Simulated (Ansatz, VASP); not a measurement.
## Ni: VASP beside Ansatz

```xyz
2
Lattice="2.4918 0.0000 0.0000 -1.2459 2.1579 0.0000 0.0000 0.0000 4.0690" Properties=species:S:1:pos:R:3 pbc="T T T"
Ni    0.0000    1.4386    1.0173
Ni    1.2459    0.7193    3.0518
```

The cell was built by a generator and needn't be a form met in nature.

Alike in both runs: task relaxation of cell and atoms; functional LDA; k mesh 14 × 14 × 8; occupations fermi-dirac, width 0.05 eV; collinear spin.

|  | VASP | Ansatz |
| --- | --- | --- |
| version | VASP 6.6.1 | Ansatz 0.2.0 |
| potentials or method | VASP PAW LDA potentials, release 64 (Ni) | plane waves (420 eV) with PAW, scalar-relativistic |
| plane-wave cutoff (eV) | 600 | 420 |
| valence electrons in the cell | 20 | 36 |

|  | VASP | Ansatz | Ansatz less VASP |
| --- | --- | --- | --- |
| net moment per atom (μB) | 0.00 | 0.56 | +0.559 |
| size of the moment on the site where the two differ most (μB) | 0.00 | 0.58 | +0.584 |
| relaxed volume (Å³/atom) | 10.02 | 10.05 | +0.035 |
| relaxed cell length with the largest relative difference (Å) | 2.412 | 2.417 | +0.0055 |
| energy change over the relaxation (meV/atom) | -57 | -52 | +4.6 |

The net moments differ so much that the two runs ended in different magnetic states, which moves the other rows too. Site moments also hang on the region over which each program counts them. The two sets of potentials don't hold the same shells in valence. Ansatz warned: «pseudo_functional_mismatch».
